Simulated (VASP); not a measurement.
Input of a VASP 6.6.1 run:

File POSCAR:

```
Li
1.0
   -1.7500000000      1.7500000000      1.7500000000
    1.7500000000     -1.7500000000      1.7500000000
    1.7500000000      1.7500000000     -1.7500000000
Li
1
Direct
    0.0000000000      0.0000000000      0.0000000000
```

Contents of INCAR.step1:

```
SYSTEM = Li
PREC     = Accurate       ! precision mode
ENCUT    = 600            ! plane-wave cutoff, eV
ISMEAR   = 0              ! smearing method
SIGMA    = 0.1            ! smearing width, eV
LREAL    = .FALSE.        ! projectors in reciprocal space
LASPH    = .TRUE.         ! aspherical terms in the spheres
NELM     = 100            ! most SCF steps
GGA      = PE             ! functional
ALGO     = Normal         ! electronic algorithm
EDIFF    = 1E-4           ! SCF threshold, eV
LWAVE    = .TRUE.         ! write WAVECAR
LCHARG   = .FALSE.        ! write CHGCAR
```

INCAR.step2

```
SYSTEM = Li
PREC     = Accurate       ! precision mode
ENCUT    = 600            ! plane-wave cutoff, eV
EDIFF    = 1E-7           ! SCF threshold, eV
ISMEAR   = 0              ! smearing method
SIGMA    = 0.1            ! smearing width, eV
LREAL    = .FALSE.        ! projectors in reciprocal space
LASPH    = .TRUE.         ! aspherical terms in the spheres
NELM     = 100            ! most SCF steps
ALGO     = Normal         ! electronic algorithm
ISIF     = 3              ! what is computed and relaxed
LWAVE    = .FALSE.        ! write WAVECAR
LCHARG   = .FALSE.        ! write CHGCAR
METAGGA  = R2SCAN         ! meta-GGA
LMIXTAU  = .TRUE.       
IBRION   = 2              ! ionic algorithm
NSW      = 100            ! ionic steps
EDIFFG   = -0.005         ! ionic threshold
ISTART   = 1
```

Contents of KPOINTS:

```
Automatic mesh
0
G
  16 16 16
  0 0 0
```

Potentials or basis: VASP PAW PBE potentials, release 64 (Li_sv).

Command:

```bash
$ cat potpaw_PBE.64/Li_sv/POTCAR > POTCAR
$ cp INCAR.step1 INCAR
$ mpirun -np 1 vasp_std > vasp.out
$ cp INCAR.step2 INCAR
$ mpirun -np 1 vasp_std > vasp.out
```

What does it give for the space group after relaxing (to 0.05 Å)?

Im-3m (No. 229).

Estimate the relaxed volume.

20.68 Å³/atom.

Step by step:
```csv
step,energy change (eV),largest force (eV/Å),pressure (GPa),volume (Å³)
1,0.0000,0.0000,-0.46,21.44
2,-0.0004,0.0000,-0.39,21.25
3,-0.0001,0.0000,-0.04,20.68
```

Caveat: the cutoff is under 1.25 times the usual one of these potentials, so pressure, stress and relaxed cells hold a basis-set (Pulay) error; the PAW data sets were made with another functional, which shifts forces and pressure a little.
